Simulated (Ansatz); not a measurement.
# Relativity in BAs

```
CELL_PARAMETERS angstrom
0.00000 2.38850 2.38850
2.38850 0.00000 2.38850
2.38850 2.38850 0.00000
ATOMIC_POSITIONS crystal
B 0.00000 0.00000 0.00000
As 0.75000 0.75000 0.75000
```

Atoms are numbered in the order listed.

Conventional cell: a = 4.777 Å, b = 4.777 Å, c = 4.777 Å, α = 90.00°, β = 90.00°, γ = 90.00°. B (atom 1) is surrounded by 4 As at 2.07 Å. As (atom 2) has 4 B at 2.07 Å as nearest neighbours.

The cell is COD entry 9008833, as deposited and not checked against the literature; nothing was relaxed.

One fixed cell is solved with PBE by all-electron LAPW in Ansatz 0.2.0 under different relativistic treatments. Pressure is positive in compression.

The runs use a Γ-centred 15×15×15 k mesh, Fermi–Dirac smearing of 0.03 eV, basis error target 0.25 meV/atom, no spin polarisation.

```
                          setting  P (GPa)  gap on the k mesh (eV)
              scalar-relativistic     2.73                    1.19
                 non-relativistic        ?                    1.21
         with spin–orbit coupling     2.72                       ?
scalar-relativistic, point nuclei     2.73                    1.19
```

Give the missing entry: row "non-relativistic", column "P (GPa)".

3.18.

Give the missing entry: row "with spin–orbit coupling", column "gap on the k mesh (eV)".

1.12.
